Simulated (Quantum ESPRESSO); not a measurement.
# GaP (I-4m2) in Quantum ESPRESSO: single point with PBEsol

Aim: the single point of GaP with PBEsol.

All numbers are computed with Quantum ESPRESSO 7.5; they aren't measurements. Logs are shortened: lines on timing, memory, paths and dates and some standing lists are left out, and cuts for length are marked.

### 1 The crystal as given

It takes space group I-4m2 (No. 119, tetragonal). The conventional cell has a = 4.001 Å, b = 4.001 Å, c = 5.194 Å, α = 90.00°, β = 90.00°, γ = 90.00°. Ga (site symmetry -4m2) is surrounded by 4 P at 2.39 Å. Around P (site symmetry -4m2) lie 4 Ga at 2.39 Å.

Measurements of this composition are mostly on another form, of space group No. 216.

### 2 Single point, PBEsol

pw.in

```
&CONTROL
  calculation = 'scf'
  prefix = 'pwscf'
  outdir = './tmp'
  pseudo_dir = './pseudo'
  tprnfor = .true.
  tstress = .true.
  disk_io = 'nowf'
/
&SYSTEM
  ibrav = 0
  nat = 2
  ntyp = 2
  ecutwfc = 80
  nbnd = 15
  occupations = 'smearing'
  smearing = 'gaussian'
  degauss = 0.00073499
/
&ELECTRONS
  conv_thr = 4d-10
  electron_maxstep = 120
  mixing_beta = 0.5
/
ATOMIC_SPECIES
Ga    69.7230 Ga.upf
P     30.9738 P.upf
CELL_PARAMETERS angstrom
   0.0000000000    2.8293000000    2.5971250000
   2.8293000000    0.0000000000    2.5971250000
   2.8293000000    2.8293000000    0.0000000000
ATOMIC_POSITIONS crystal
Ga     0.0000000000    0.0000000000    0.0000000000
P      0.2500000000    0.2500000000    0.2500000000
K_POINTS automatic
8 8 8 0 0 0
```

Potentials or basis: PseudoDojo 0.4.1 SR PBEsol standard.

Command:

```sh
$ OMP_NUM_THREADS=1 pw.x -in pw.in > pw.out
```

pw.out:

```text
This program is part of the open-source Quantum ESPRESSO suite
     for quantum simulation of materials; please cite
[... 9 lines left out ...]
     --------------------
     sticks:   dense  smooth     PW     G-vecs:    dense   smooth      PW
     Sum        1191    1191    357                27191    27191    4339

     Using Slab Decomposition

     bravais-lattice index     =            0
     lattice parameter (alat)  =       7.2576  a.u.
     unit-cell volume          =     280.5934 (a.u.)^3
     number of atoms/cell      =            2
     number of atomic types    =            2
     number of electrons       =        18.00
     number of Kohn-Sham states=           15
     kinetic-energy cutoff     =      80.0000  Ry
     charge density cutoff     =     320.0000  Ry
     scf convergence threshold =      4.0E-10
     mixing beta               =       0.5000
     number of iterations used =            8  plain     mixing
     Exchange-correlation= PBESOL
                           (   1   4  10   8   0   0   0)

     celldm(1)=   7.257630  celldm(2)=   0.000000  celldm(3)=   0.000000
     celldm(4)=   0.000000  celldm(5)=   0.000000  celldm(6)=   0.000000

     crystal axes: (cart. coord. in units of alat)
               a(1) = (   0.000000   0.736687   0.676234 )
               a(2) = (   0.736687   0.000000   0.676234 )
               a(3) = (   0.736687   0.736687   0.000000 )

     reciprocal axes: (cart. coord. in units 2 pi/alat)
               b(1) = ( -0.678714  0.678714  0.739389 )
               b(2) = (  0.678714 -0.678714  0.739389 )
               b(3) = (  0.678714  0.678714 -0.739389 )

     PseudoPot. # 1 for Ga read from file:
     Ga.upf
     Pseudo is Norm-conserving + core correction, Zval = 13.0
     Generated using ONCVPSP code by D. R. Hamann
     Using radial grid of 1902 points,  6 beta functions with:
                l(1) =   0
                l(2) =   0
                l(3) =   1
                l(4) =   1
                l(5) =   2
                l(6) =   2

     PseudoPot. # 2 for P  read from file:
     P.upf
     Pseudo is Norm-conserving + core correction, Zval =  5.0
     Generated using ONCVPSP code by D. R. Hamann
     Using radial grid of 1298 points,  6 beta functions with:
                l(1) =   0
                l(2) =   0
                l(3) =   1
                l(4) =   1
                l(5) =   2
                l(6) =   2

     atomic species   valence    mass     pseudopotential
     Ga               13.00    69.72300     Ga( 1.00)
     P                 5.00    30.97380     P ( 1.00)

      8 Sym. Ops. (no inversion) found

   Cartesian axes

     site n.     atom                  positions (alat units)
         1        Ga     tau(   1) = (   0.0000000   0.0000000   0.0000000  )
         2        P      tau(   2) = (   0.3683435   0.3683435   0.3381169  )

     number of k points=    59  Gaussian smearing, width (Ry)=  0.0007
                       cart. coord. in units 2pi/alat
        k(    1) = (   0.0000000   0.0000000   0.0000000), wk =   0.0039062
        k(    2) = (   0.0848393   0.0848393  -0.0924237), wk =   0.0312500
        k(    3) = (   0.1696786   0.1696786  -0.1848473), wk =   0.0312500
        k(    4) = (   0.2545178   0.2545178  -0.2772710), wk =   0.0312500
        k(    5) = (  -0.3393571  -0.3393571   0.3696946), wk =   0.0156250
        k(    6) = (   0.1696786   0.0000000   0.0000000), wk =   0.0156250
[... 51 lines left out ...]
        k(   58) = (  -0.6787142   0.5090357   0.0000000), wk =   0.0156250
        k(   59) = (   0.0000000   0.0000000  -0.7393892), wk =   0.0039062

     Dense  grid:    27191 G-vectors     FFT dimensions: (  45,  45,  45)

     Initial potential from superposition of free atoms

     starting charge      17.9974, renormalised to      18.0000
     Starting wfcs are   13 randomized atomic wfcs +    2 random wfcs

     Self-consistent Calculation

     iteration #  1     ecut=    80.00 Ry     beta= 0.50
     Davidson diagonalization with overlap
     ethr =  1.00E-02,  avg # of iterations =  4.7

     Threshold (ethr) on eigenvalues was too large:
     Diagonalizing with lowered threshold

     Davidson diagonalization with overlap
     ethr =  3.72E-04,  avg # of iterations =  2.7

     total energy              =    -166.59000258 Ry
     estimated scf accuracy    <       0.06661155 Ry

     iteration #  2     ecut=    80.00 Ry     beta= 0.50
     Davidson diagonalization with overlap
     ethr =  3.70E-04,  avg # of iterations =  2.1
[... 43 lines left out ...]
     total energy              =    -166.60056031 Ry
     estimated scf accuracy    <       0.00000001 Ry

     iteration #  9     ecut=    80.00 Ry     beta= 0.50
     Davidson diagonalization with overlap
     ethr =  5.01E-11,  avg # of iterations =  2.0

     End of self-consistent calculation

          k = 0.0000 0.0000 0.0000 (  3405 PWs)   bands (ev):

    -7.3661  -7.3661  -7.3522  -7.2746  -7.2732  -5.1317   7.0372   7.0372
     7.4490   8.6457  10.9343  11.1167  11.1167  15.6244  16.1059

          k = 0.0848 0.0848-0.0924 (  3406 PWs)   bands (ev):

    -7.3745  -7.3617  -7.3516  -7.2751  -7.2724  -4.9355   5.5119   6.7809
     7.1374   9.3777  11.1743  11.4234  11.6860  15.6761  16.2828
[... 168 lines left out ...]
    -7.4473  -7.3296  -7.3079  -7.2878  -7.2628  -2.4221   0.7899   3.5926
     4.7570  10.3807  11.8833  12.7670  14.5087  16.9768  19.7027

          k = 0.0000-0.3394 0.5545 (  3399 PWs)   bands (ev):

    -7.4434  -7.3337  -7.3127  -7.2880  -7.2613  -2.5119   1.0080   3.2584
     5.1650  10.6551  11.9178  12.1280  15.2584  16.2893  18.2144

          k =-0.2545 0.5939-0.4621 (  3387 PWs)   bands (ev):

    -7.4334  -7.3352  -7.3259  -7.2777  -7.2666  -3.2044   1.4675   4.0975
     5.5894  10.8748  11.7867  13.1156  13.8262  16.3803  18.3810

          k =-0.1697 0.6787-0.5545 (  3384 PWs)   bands (ev):

    -7.4459  -7.3208  -7.3161  -7.2882  -7.2623  -2.9658   1.2684   4.2356
     4.8490  10.3304  10.8422  14.1604  15.2010  16.8321  19.4723

          k =-0.6787 0.1697 0.0000 (  3380 PWs)   bands (ev):

    -7.4559  -7.3198  -7.3033  -7.2916  -7.2601  -2.3027   0.4677   4.2822
     4.3626  10.0198  10.2247  14.7251  14.7533  18.7282  19.4501

          k =-0.1697 0.5090-0.3697 (  3392 PWs)   bands (ev):

    -7.4381  -7.3352  -7.3232  -7.2728  -7.2696  -2.7707   0.7975   3.8856
     5.3959  10.8930  11.6863  13.4997  15.0004  16.5327  18.4628

          k =-0.0848 0.5939-0.4621 (  3387 PWs)   bands (ev):

    -7.4459  -7.3240  -7.3148  -7.2823  -7.2669  -2.4605   0.7220   3.5163
     4.6230  10.7860  12.3628  13.9500  15.3567  16.3505  18.4271

          k =-0.6787 0.0000 0.1848 (  3396 PWs)   bands (ev):

    -7.4554  -7.3120  -7.3097  -7.2919  -7.2611  -2.3246   0.4558   4.1991
     4.2310  10.2346  10.4579  15.9738  16.2678  17.4090  18.2649

          k = 0.0000 0.5090-0.3697 (  3398 PWs)   bands (ev):
[... 71 lines left out ...]
    -7.4633  -7.3141  -7.3103  -7.2995  -7.2512  -2.0467   0.8852   3.8589
     3.9555   9.3879   9.4226  15.5158  15.5442  18.5271  18.9100

          k = 0.0000 0.0000-0.7394 (  3370 PWs)   bands (ev):

    -7.4725  -7.3139  -7.3026  -7.3026  -7.2465  -2.0288   0.8797   4.1993
     4.1993   8.3971   8.4118  17.4476  17.4476  18.4183  19.8514

     the Fermi energy is     7.9097 ev

!    total energy              =    -166.60056032 Ry
     estimated scf accuracy    <          2.6E-11 Ry
     smearing contrib. (-TS)   =      -0.00000000 Ry
     internal energy E=F+TS    =    -166.60056032 Ry

     The total energy is F=E-TS. E is the sum of the following terms:
     one-electron contribution =     -77.99981649 Ry
     hartree contribution      =      52.58478118 Ry
     xc contribution           =     -45.49195293 Ry
     ewald contribution        =     -95.69357208 Ry

     convergence has been achieved in   9 iterations

     Forces acting on atoms (cartesian axes, Ry/au):

     atom    1 type  1   force =     0.00000000    0.00000000   -0.00000000
     atom    2 type  2   force =    -0.00000000    0.00000000    0.00000000

     Total force =     0.000000     Total SCF correction =     0.000000

     Computing stress (Cartesian axis) and pressure

          total   stress  (Ry/bohr**3)                   (kbar)     P=      -27.51
  -0.00030915  -0.00000000  -0.00000000          -45.48       -0.00       -0.00
  -0.00000000  -0.00030915   0.00000000           -0.00      -45.48        0.00
  -0.00000000   0.00000000   0.00005729           -0.00        0.00        8.43

=------------------------------------------------------------------------------=
   JOB DONE.
=------------------------------------------------------------------------------=
```

Run time: 87 s. Hardware: 1 thread of AMD EPYC, shared host; peak memory 0.1 GiB.

What came out:

| Property | Result |
| --- | --- |
| Free energy | -2266.7161 eV |
| Pressure | -2.8 GPa |
| Band gap on the k mesh | 0.79 eV, indirect (least direct gap 1.20 eV) |

Stress tensor (GPa, compression positive):
```
-4.55  0.00  0.00
 0.00 -4.55  0.00
 0.00  0.00  0.84
```

Levels at points of the mesh, in eV from the valence-band top:
```tsv
k point	band 6	band 7	band 8	band 9	band 10	band 11	band 12	band 13
(0.00, 0.00, 0.00)	-12.58	-0.41	-0.41	0.00	1.20	3.49	3.67	3.67
(0.00, 0.00, -0.50)	-10.58	-6.80	-1.67	-1.04	1.10	4.07	4.85	7.85
(0.00, -0.50, -0.50)	-9.83	-7.12	-2.69	-2.64	1.51	1.76	9.65	9.70
(-0.50, -0.50, 0.00)	-9.48	-6.57	-3.25	-3.25	0.95	0.96	10.00	10.00
```
